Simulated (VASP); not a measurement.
# KF: excitations by TDDFT

KF, molecule in box, 2 atoms in the cell. PBE0, TDDFT by the Casida equation; PAW potentials F, K_sv (PBE set).

Kernel: hybrid exchange, triplet.

## Input

INCAR.step1:
```
SYSTEM = KF
EDIFF = 1E-5
ENCUT = 400
ISMEAR = 0
LASPH = .TRUE.
LCHARG = .FALSE.
LWAVE = .TRUE.
NBANDS = 48
PREC = Accurate
SIGMA = 0.02
```

INCAR.step2:
```
SYSTEM = KF
AEXX = 0.25
ALGO = Normal
CSHIFT = 0.1
EDIFF = 1E-7
ENCUT = 400
GGA = PE
HFRCUT = -1
ISMEAR = 0
ISTART = 1
LASPH = .TRUE.
LCHARG = .FALSE.
LHFCALC = .TRUE.
LOPTICS = .TRUE.
LWAVE = .TRUE.
NBANDS = 48
NEDOS = 2000
PREC = Accurate
PRECFOCK = Fast
SIGMA = 0.02
```

INCAR.step3:
```
SYSTEM = KF
AEXX = 0.25
ALGO = TDHF
ANTIRES = 0
CSHIFT = 0.15
EDIFF = 1E-7
ENCUT = 400
ENCUTGW = 150
GGA = PE
HFRCUT = -1
IBSE = 2
ISMEAR = 0
ISTART = 1
LADDER = .TRUE.
LASPH = .TRUE.
LCHARG = .FALSE.
LFXC = .TRUE.
LHARTREE = .TRUE.
LHFCALC = .TRUE.
LTRIPLET = .TRUE.
LWAVE = .FALSE.
NBANDS = 48
NBANDSO = 8
NBANDSV = 36
NBSEEIG = 6
NOMEGA = 1000
OMEGAMAX = 25
PREC = Accurate
PRECFOCK = Fast
SIGMA = 0.02
```

KPOINTS:
```
k-points
0
Gamma
  1 1 1
```

POSCAR:
```
KF
1.0
   10.9000000000      0.0000000000      0.0000000000
    0.0000000000     10.9000000000      0.0000000000
    0.0000000000      0.0000000000     10.9000000000
F K
1 1
Direct
    0.5854449523      0.4695137615      0.5429678899
    0.4145550477      0.5304862385      0.4570321101
```

Commands (each step's output is kept before the next begins):
```
cat potpaw_PBE.64/F/POTCAR potpaw_PBE.64/K_sv/POTCAR > POTCAR
cp INCAR.step1 INCAR
mpirun -np 4 vasp_gam > vasp.out
cp INCAR.step2 INCAR
mpirun -np 4 vasp_gam > vasp.out
cp INCAR.step3 INCAR
mpirun -np 4 vasp_gam > vasp.out
```

## Result

- First excitation (eV): 4.66
- Binding of the first excitation (eV): 1.039

Lowest excitations:

| Energy (eV) |
|---|
| 4.662 |
| 4.666 |
| 4.680 |
| 6.230 |
| 6.237 |
| 6.253 |
| 6.280 |
| 6.292 |

Make-up of the lowest excitation:

| k point | From band | To band | Share |
|---|---|---|---|
| 0.000 0.000 0.000 | 8 | 9 | 0.73 |
| 0.000 0.000 0.000 | 7 | 9 | 0.21 |
| 0.000 0.000 0.000 | 6 | 9 | 0.04 |
| 0.000 0.000 0.000 | 8 | 13 | 0.01 |
| 0.000 0.000 0.000 | 8 | 10 | 0.01 |
| 0.000 0.000 0.000 | 8 | 15 | 0.00 |

The lowest pair of one-particle levels lies at 5.700 eV and the first excitation at 4.662 eV, 1.039 eV lower.

Half of the first excitation's weight sits on 1 of 214 pairs.

Limits: The strengths that the program prints for triplets aren't physical; they are zero without spin-orbit coupling.

VASP 6.6.1 took 78 s on 4 cores (Intel Xeon 6975P-C (Granite Rapids)), a shared host.
